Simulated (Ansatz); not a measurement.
Theory: DFT r2SCAN, scalar-relativistic, plane waves, PAW in Ansatz 0.2.0. Settings: cutoff 500 eV, Γ-centred meshes no coarser than 0.19 Å⁻¹ for metals and 0.3 Å⁻¹ for insulators (2π included), Gaussian smearing.

All energies are static (0 K, no zero-point motion). The comparison covers the computed candidates alone. For metals, differences of a few meV/atom aren't resolved. Spin–orbit coupling is left out. No run is spin-polarised.

Q: Which is lower for HfN, the rock salt or the caesium chloride structure, and by how much?

A: The rock salt structure, by 1023 meV/atom. It takes 11.6 Å³/atom against 11.0.

Q: Which is lower for HfN, the nickel arsenide (N on Ni sites) or the zinc blende structure, and by how much?

A: The nickel arsenide (N on Ni sites) structure, by 231 meV/atom. It takes 11.6 Å³/atom against 14.6.

Q: Which is lower for HfN, the rock salt or the nickel arsenide (N on Ni sites) structure, and by how much?

A: The rock salt structure, by 12 meV/atom. It takes 11.6 Å³/atom against 11.6.